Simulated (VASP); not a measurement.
Here is the system:

```
SrF2
1.0
    0.00000     2.78055     2.78055
    2.78055     0.00000     2.78055
    2.78055     2.78055     0.00000
Sr F
1 2
Direct
  0.00000   0.00000   0.00000
  0.25000   0.25000   0.25000
  0.75000   0.75000   0.75000
```

These are LDA (Ceperley-Alder, Perdew-Zunger), VASP's LDA PAW potentials (set 64) (plane waves; VASP) values and carry that method's errors. Numerical set-up: 520 eV cut-off, 7×7×7 Γ-centred mesh, Gaussian smearing of 0.050 eV, potentials Sr_sv F.

Question: What does the run give for the energy per atom (σ→0), pressure?

Answer: 
| Quantity | Value |
|---|---|
| energy per atom (σ→0) | -6.193 eV/atom |
| pressure | 61.4 kbar |

Total energies compare only between runs with the same potentials, cut-off and functional.

The compound is SrF2 in the fluorite structure. This cell is one point of a volume scan, at 0.94 of the reference volume.
